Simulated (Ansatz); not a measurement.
## Ge (P6_3/mmc)

Computed with DFT r2SCAN, scalar-relativistic, plane waves, PAW in Ansatz.

Plane waves to 500 eV, a k mesh through Γ of 12×12×6 on the computed 4-atom cell and Gaussian smearing (0.01 eV); no spin polarisation.

The structure is relaxed at this level of theory with its symmetry kept. This form isn't the element's structure at ambient conditions.

```yaml
crystal:
  lattice:
    - [3.99565, 0.00000, 0.00000]
    - [-1.99782, 3.46033, 0.00000]
    - [0.00000, 0.00000, 6.60271]
  atoms:
    - { symbol: Ge, position: [0.66667, 0.33333, 0.06298] }
    - { symbol: Ge, position: [0.33333, 0.66667, 0.56298] }
    - { symbol: Ge, position: [0.66667, 0.33333, 0.43702] }
    - { symbol: Ge, position: [0.33333, 0.66667, 0.93702] }
```

Q: Formation energy from the elements' standard states (uncorrected)?

A: +0.015 eV/atom.

Q: Generalised Kohn–Sham band gap?

A: 0.10 eV, direct at Γ.

Q: Löwdin character of the top 1 eV of the valence band?

A: Ge 4p 98 %.

Q: Löwdin character of the lowest 1 eV of the conduction band?

A: Ge 4p 55 %, Ge 4s 38 %, unprojected 6 %.

Q: Electron masses at the edge by Cartesian direction of the standard setting (m_e; degenerate bands sorted by energy; no spin-orbit coupling)?

A: x: 0.074; y: 0.074; z: 1.1.

Q: Hole masses at the edge by Cartesian direction of the standard setting (m_e; degenerate bands sorted by energy; no spin-orbit coupling)?

A: x: 0.47, 0.018; y: 0.47, 0.018; z: 0.47, 0.47.

Q: Bulk modulus?

A: 71 GPa.

Q: Its pressure derivative?

A: 4.8.

Q: Bader charges (e)?

A: Ge (4 in the cell) 0.00.